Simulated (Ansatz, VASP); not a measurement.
One calculation of MgS, two programs

Contents of INCAR:

```
SYSTEM = MgS
PREC = Accurate
ENCUT = 520
EDIFF = 1E-6
ISMEAR = 0
SIGMA = 0.05
LREAL = .FALSE.
LASPH = .TRUE.
NELM = 100
ALGO = Normal
ISIF = 2
LWAVE = .FALSE.
LCHARG = .FALSE.
GGA = PS
NBANDS = 11
```

Contents of KPOINTS:

```
regular mesh
0
G
  8 8 8
  0 0 0
```

File POSCAR:

```
MgS
1.0
    0.0000000000      2.5366087500      2.7317325000
    2.5366087500      0.0000000000      2.7317325000
    2.5366087500      2.5366087500      0.0000000000
Mg S
1 1
Direct
    0.0000000000      0.0000000000      0.0000000000
    0.5000000000      0.5000000000      0.5000000000
```

Input for Ansatz:

```yaml
crystal:
  lattice:
    - [0.0, 2.53660875, 2.7317325]
    - [2.53660875, 0.0, 2.7317325]
    - [2.53660875, 2.53660875, 0.0]
  atoms:
    - { symbol: Mg, position: [0.0, 0.0, 0.0] }
    - { symbol: S, position: [0.5, 0.5, 0.5] }
basis:
  ecutwfc: 420
kpoints:
  mp_grid: { grid: [8, 8, 8] }
hamiltonian:
  xc: pbesol
scf:
  occupations: { method: gaussian, width: 0.05 }
output:
  forces: true
  stress: true
  eigenvalues: true
```

Change from the starting cell: strain -0.025 along x and y, +0.050 along z, atoms carried along.

Alike in both runs: task single point; functional PBEsol; k mesh 8 × 8 × 8; occupations gaussian, width 0.05 eV; no spin polarisation.

```csv
,VASP,Ansatz
version,VASP 6.6.1,Ansatz 0.2.0
potentials or method,"VASP PAW PBE potentials, release 64 (Mg, S)","scalar-relativistic, plane waves, PAW"
plane-wave cutoff (eV),520,420
valence electrons in the cell,8,16
```

|  | VASP | Ansatz | Ansatz less VASP |
| --- | --- | --- | --- |
| gap on the k mesh at the Fermi level (eV) | 2.46 | 2.45 | -0.003 |
| least direct gap on the mesh (eV) | 3.44 | 3.44 | 0.000 |
| pressure (GPa) | -0.2 | 0.0 | +0.20 |
| largest component of the traceless stress (GPa) | 4.74 | 4.76 | +0.020 |

The functional is the same, so the differences come from potentials, cutoffs and numerics. The two sets of potentials don't hold the same shells in valence.

Caveats: the PAW data sets were made with another functional, which shifts forces and pressure a little (VASP). A k mesh can miss the band edges.
